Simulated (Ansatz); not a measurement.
Runs of Ansatz 0.2.0 on BN. Symmetry: R3m, No. 160, trigonal system. The conventional cell has a = 2.502 Å, b = 2.502 Å, c = 10.119 Å, α = 90.00°, β = 90.00°, γ = 120.00°. Around N (site symmetry 3m) lie 3 B at 1.44 Å. B (site symmetry 3m) has 3 N at 1.44 Å as nearest neighbours. The cell is a database's computed one.

```csv
cell,gap on the mesh (eV),pressure (GPa)
relaxed to 5 GPa,3.84,5.0
relaxed to 20 GPa,(a),20.0
relaxed to 30 GPa,(b),30.0
relaxed,4.24,0.0
relaxed to 10 GPa,3.66,10.0
```

Alike in all rows: task relaxation of cell and atoms; level PBEsol; potentials or basis all-electron LAPW, scalar-relativistic; no spin polarisation; k mesh 12 × 12 × 12; smearing fermi-dirac 0.05 eV; basis error allowed 0.001 eV/atom.

Problem. Fill in the values left out.

Solution. (a) 3.42; (b) 3.25.

A k mesh can miss the band edges.
